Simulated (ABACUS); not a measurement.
**ZrB2 in ABACUS: the effect of dispersion**

The system is ZrB2.

```
CELL_PARAMETERS angstrom
3.10529 0.00000 0.00000
-1.55264 2.68926 0.00000
0.00000 0.00000 3.46088
ATOMIC_POSITIONS crystal
Zr 0.00000 0.00000 0.00000
B 0.66667 0.33333 0.50000
B 0.33333 0.66667 0.50000
```

The cell isn't the ideal one: volume scaled by 0.94.

Alike in all runs:

* Program: ABACUS 3.10.1
* Task: equation of state
* Functional: PBE
* Potentials or basis: PseudoDojo NC SR 0.4.1 PBE standard
* Cutoff: 1034 eV
* Density cutoff: 4136 eV
* Basis: plane waves
* k mesh: 7 × 7 × 6
* Occupations: fermi-dirac, width 0.05 eV
* Spin: no spin polarisation

Task: One run gave: pressure 17.6 GPa. Which dispersion did it use?
A. none
B. D3(BJ)+ABC
C. D3(BJ)
D. D3
E. D2

Result: A.

```csv
dispersion,pressure (GPa)
none,17.6
D2,11.9
D3,12.3
D3(BJ),10.6
D3(BJ)+ABC,11.9
```

Caveats: there are fewer bands than atomic start orbitals, so a level may be missed at k points of high symmetry; pairwise dispersion overbinds metals, which lowers pressure and volume (some runs).
